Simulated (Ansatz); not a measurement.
## NbAs under changes of volume

One of the cells (17.395 Å³/atom); the others are scaled copies at fixed shape and fractional positions:

```xyz
4
Lattice="-1.7259 1.7259 5.8400 1.7259 -1.7259 5.8400 1.7259 1.7259 -5.8400" Properties=species:S:1:pos:R:3 pbc="T T T"
Nb    0.0000    1.7259    0.0000
Nb    0.0000    0.0000    8.7600
As    0.0000    1.7259    4.8589
As    0.0000    0.0000    1.9389
```

```yaml
Program: Ansatz 0.2.0
Functional: PBE
Potentials_or_basis: all-electron LAPW, scalar-relativistic
Cutoff: 267 eV (chosen from the basis error)
Basis_error_allowed: 0.001 eV/atom
k_mesh: 11 × 11 × 11
Occupations: fermi-dirac, width 0.05 eV
Spin: no spin polarisation
```

```tsv
volume (Å³/atom)	energy over the lowest point (meV/atom)	pressure (GPa)	largest force (eV/Å)
16.351	63.47	15.9	0.382
16.699	34.18	11.2	0.352
17.047	14.47	7.0	0.324
17.395	?	?	?
17.743	0.00	-0.1	0.273
18.091	3.58	-3.1	0.250
18.438	13.40	-5.8	0.229
```

Q: What does the run at 17.395 Å³/atom give?

A: Energy over the lowest point 3.37 meV/atom; pressure 3.3 GPa; largest force 0.298 eV/Å.

Worked out: A Birch-Murnaghan fit of order 3 (a polynomial in V^(-2/3)) to the other rows has its minimum at 17.73 Å³/atom with B0 = V·E''(V) = 164 GPa and B' = 4.4 at fixed shape and positions, which overstates the stiffness. It gives 3.37 meV/atom at 17.395 Å³/atom, against the run's 3.37, and -dE/dV = 3.3 GPa, against 3.3.

Energies are extrapolated to zero smearing.

The runs don't all hold the same shells in valence.
